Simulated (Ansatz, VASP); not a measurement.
# VH2 in VASP and in Ansatz

The input INCAR:

```
SYSTEM = VH2
  PREC = Accurate
  ENCUT = 600
  EDIFF = 1E-7
  ISMEAR = 0
  SIGMA = 0.1
  LREAL = .False.
  LASPH = .True.
  NELM = 80
  ALGO = Normal
  ISIF = 3
  LWAVE = .False.
  LCHARG = .False.
  GGA = PS
  IBRION = 2
  NSW = 100
  EDIFFG = -0.05
```

The input KPOINTS:

```
Automatic mesh
0
Gamma
  8 8 8
  0 0 0
```

POSCAR

```
VH2
1.0
    0.0000000000      2.1355000000      2.1355000000
    2.1355000000      0.0000000000      2.1355000000
    2.1355000000      2.1355000000      0.0000000000
V H
1 2
Direct
    0.0000000000      0.0000000000      0.0000000000
    0.2500000000      0.2500000000      0.2500000000
    0.7500000000      0.7500000000      0.7500000000
```

Input for Ansatz:

```yaml
crystal:
  lattice:
    - [0.0, 2.1355, 2.1355]
    - [2.1355, 0.0, 2.1355]
    - [2.1355, 2.1355, 0.0]
  atoms:
    - { symbol: V, position: [0.0, 0.0, 0.0] }
    - { symbol: H, position: [0.25, 0.25, 0.25] }
    - { symbol: H, position: [0.75, 0.75, 0.75] }
basis:
  ecutwfc: 420
kpoints:
  mp_grid: { grid: [8, 8, 8] }
hamiltonian:
  xc: pbesol
scf:
  occupations: { method: gaussian, width: 0.1 }
output:
  forces: true
  stress: true
  eigenvalues: true
relax:
  adjacent_minimum: "off"
  f_tol: 0.05
  max_steps: 80
  cell: { stress_tol: 0.5 }
```

Alike in both runs: task relaxation of cell and atoms; functional PBEsol; k mesh 8 × 8 × 8; occupations gaussian, width 0.1 eV; no spin polarisation.

|  | VASP | Ansatz |
| --- | --- | --- |
| version | VASP 6.6.1 | Ansatz 0.2.0 |
| potentials or method | VASP PAW PBE potentials, release 64 (V_sv, H) | scalar-relativistic, plane waves, PAW |
| plane-wave cutoff (eV) | 600 | 420 |
| valence electrons in the cell | 15 | 15 |

```tsv
	VASP	Ansatz	Ansatz less VASP
gap on the k mesh at the Fermi level, each at its own relaxed structure (eV)	none	none	-
relaxed volume (Å³/atom)	6.04	6.03	-0.011
relaxed cell length with the largest relative difference (Å)	2.949	2.947	-0.0018
energy change over the relaxation (meV/atom)	-19	-19	-0.5
```

A gap of «none» marks a metal or a gap that the smearing closes.

Caveats: the PAW data sets were made with another functional, which shifts forces and pressure a little (VASP).
